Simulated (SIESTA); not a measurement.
# AlNi3 in SIESTA: the effect of pseudo set

The system is AlNi3.

```
Ni Al
1.0
     3.52305    0.00000    0.00000
     0.00000    3.52305    0.00000
     0.00000    0.00000    3.52305
Ni Al
3 1
Direct
  0.50000 0.50000 0.00000
  0.50000 0.00000 0.50000
  0.00000 0.50000 0.50000
  0.00000 0.00000 0.00000
```

The cell is a database's computed one.

Alike in all runs:

* Program: SIESTA 5.4.2
* Task: band structure
* Functional: PBE
* Basis: DZP (energy shift 0.003 Ry; two zetas on semicore shells)
* Grid cutoff: 800 Ry
* Energy shift: 0.003 Ry
* k mesh: 6 × 6 × 6
* Occupations: fermi-dirac, width 0.05 eV
* Spin: collinear spin, ferromagnetic start
* Starting moments: [1.0, 1.0, 1.0, 0.0] μB

| pseudo set | pressure (GPa) | moment (μB) |
| --- | --- | --- |
| PseudoDojo 0.4 standard | 5.7 | 0.71 |
| PseudoDojo 0.4 stringent | 6.0 | 0.71 |
| PseudoDojo 0.5 standard | 5.7 | 0.71 |
| SG15 1.2 | 7.9 | 0.65 |
| SPMS 1.0 | ? | ? |
| Ansatz NC | 6.2 | 0.72 |

Q: What does the run with pseudo set SPMS 1.0 give?

A: Pressure 5.0 GPa; moment 0.64 μB.

Caveats: the basis of atomic orbitals isn't converged, which shifts pressures, moduli and gaps; short orbitals over semicore shells can move pressures by several GPa (some runs).
